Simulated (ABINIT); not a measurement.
# Cr: equation of state with PBE

Crystal: Cr.

```
Cr
1.0
    -1.48445    1.48445    1.48445
     1.48445   -1.48445    1.48445
     1.48445    1.48445   -1.48445
Cr
1
Direct
  0.00000 0.00000 0.00000
```

* Program: ABINIT 10.8.3 (patched build)
* Task: equation of state
* Functional: PBE
* Potentials or basis: JTH PAW PBE v2.0
* Cutoff: 762 eV
* k mesh: 10 × 10 × 10
* Occupations: fermi-dirac, width 0.05 eV
* Spin: collinear spin, ferromagnetic start
* Starting moments: [3.0] μB
* Fine-grid cutoff: 1360.57 eV

```json
{
 "Equilibrium volume": "11.54 Å³/atom (rough: see the caveat)",
 "Bulk modulus": "250 GPa (rough)"
}
```

Energy against volume, from the lowest point:
```csv
volume (Å³/atom),energy (meV/atom)
12.299,0.00
12.561,25.98
12.823,57.76
13.084,94.72
13.346,136.27
13.608,181.91
13.870,231.13
```

It took 4 min on 1 thread of Arm Neoverse V2 (shared host), peak memory 0.15 GiB.

Caveat: pressures at fixed basis lie under the slope of the energies; the minimum lies outside the volumes run.
